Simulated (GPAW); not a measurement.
Runs of GPAW 26.7.0 on Al. The structure is cubic, space group Fm-3m (No. 225). The conventional cell has a = 4.050 Å, b = 4.050 Å, c = 4.050 Å, α = 90.00°, β = 90.00°, γ = 90.00°. Al (site symmetry m-3m) has 12 Al at 2.86 Å as nearest neighbours. 

```csv
task,level,potentials or basis,cell,smearing,optimizer,fmax,max steps,convergence,band path,gap on the mesh (eV),pressure (GPa),V0 of scaled cells (Å³/atom),B0 (GPa)
relaxation of cell and atoms,RPBE+D3(BJ),"the program's PAW data sets (release 1.2.1) made for this functional, pw",relaxed,fermi-dirac 0.05 eV,FIRE,0.02 eV/Å,40,density=1e-05 forces=0.0001,-,none,-0.2,-,-
band structure,r2SCAN,"GPAW PAW data sets (gpaw-data 1.2.1), pw",as given,fermi-dirac 0.05 eV,-,-,-,-,"GXWKGLUWLK,UX",-,(b),-,-
single point,PBE,"GPAW PAW data sets (gpaw-data 1.2.1), pw",as given,gaussian 0.027 eV,-,-,-,-,-,none,-0.4,-,-
single point,PBE,"GPAW PAW data sets (gpaw-data 1.2.1), pw",as given,gaussian 0.014 eV,-,-,-,-,-,none,-0.4,-,-
equation of state,PW91,"PAW data sets generated in the run's folder for this functional, pw",as given,fermi-dirac 0.05 eV,-,-,-,-,-,-,-,16.63,76
band structure,rSCAN,"GPAW PAW data sets (gpaw-data 1.2.1), pw",as given,fermi-dirac 0.05 eV,-,-,-,-,"GXWKGLUWLK,UX",-,-2.8,-,-
equation of state,LDA,"JTH PAW 2.0, LDA, pw",as given,fermi-dirac 0.05 eV,-,-,-,-,-,-,-,15.78,(a)
band structure,mBEEF,"GPAW PAW data sets (gpaw-data 1.2.1), pw",as given,fermi-dirac 0.05 eV,-,-,-,-,"GXWKGLUWLK,UX",-,-2.6,-,-
```

Alike in all rows: no spin polarisation; k mesh 11 × 11 × 11; cutoff (eV) 600.

Problem. Estimate the missing entries.

Solution. (a) 85; (b) -3.3.

Caveats: the PAW data sets were made with another functional, which shifts forces and pressure a little (some runs); later steps reuse the first step's grids (some runs); the volume moved by over 15 % at a fixed basis, so the end points are rough (some runs); the volume moved by -18 % from the deposited cell, more than functionals usually miss (some runs); pairwise dispersion overbinds metals, which lowers pressure and volume (some runs); the program truncates these outside data sets (some runs).

A k mesh can miss the band edges.

A gap of «none» marks a metal or a gap under the smearing width.

Not every run made on this cell is shown here.
